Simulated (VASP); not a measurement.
# PbS: single point with PBE

The system is PbS.

```
Pb S
1.0
     4.08970    0.00000    0.00000
    -2.04485    3.54178    0.00000
     0.00000    0.00000    3.78817
Pb S
1 1
Direct
  0.00000 0.00000 0.00000
  0.68867 0.33333 0.50000
```

The cell comes from a database or a generator and needn't be the stable form of this composition.

The cell isn't the ideal one: one atom moved.

```
Program                : VASP 6.6.1
Task                   : single point
Functional             : PBE
Potentials or basis    : VASP PAW PBE potentials, release 64 (Pb_d, S)
Cutoff                 : 520 eV
k mesh                 : 12 × 12 × 10
Occupations            : gaussian, width 0.1 eV
Spin                   : no spin polarisation
Dipole correction      : no
Further INCAR settings : ALGO = Fast; EDIFF = 1e-06; NBANDS = 17
```

```json
{
 "Pressure": "0.0 GPa",
 "Largest force": "0.151 eV/Å",
 "Band gap on the k mesh": "none (metal or under the smearing width)"
}
```

Forces in eV/Å, atoms in the order of the input:
```
Pb   0.151  0.000  0.000
S   -0.151  0.000  0.000
```

Stress tensor (GPa, compression positive):
```
-0.10  0.00  0.00
 0.00 -0.05  0.00
 0.00  0.00  0.04
```

Levels at points of the mesh, in eV from the Fermi level:
```csv
k point,band 7,band 8,band 9,band 10,band 11,band 12,band 13,band 14
"(0.00, 0.00, 0.00)",-6.35,-2.06,-1.71,-1.44,3.34,3.81,5.38,6.61
"(0.50, 0.00, 0.00)",-8.19,-2.64,-1.89,-1.15,2.08,4.22,5.30,5.67
"(0.00, 0.50, 0.00)",-8.36,-2.57,-1.69,-1.08,2.02,4.04,5.08,5.80
"(0.50, 0.50, 0.00)",-8.50,-2.53,-1.50,-1.02,1.96,3.87,5.19,5.60
"(0.00, 0.00, 0.50)",-8.87,-1.03,-0.96,0.12,1.00,3.87,4.07,8.28
"(0.50, 0.00, 0.50)",-7.35,-3.84,-3.74,-1.35,2.19,2.70,2.73,8.49
"(0.00, 0.50, 0.50)",-7.29,-3.97,-3.93,-1.32,2.19,2.93,2.95,8.35
"(0.50, 0.50, 0.50)",-7.23,-4.09,-4.08,-1.29,2.25,3.10,3.11,8.23
```

Wall time 4.6 min on 1 thread of Intel(R) Xeon(R) Platinum 8488C (Sapphire Rapids) (shared host), peak memory 0.48 GiB.

Spin-orbit coupling is left out, which matters for the levels of Pb.
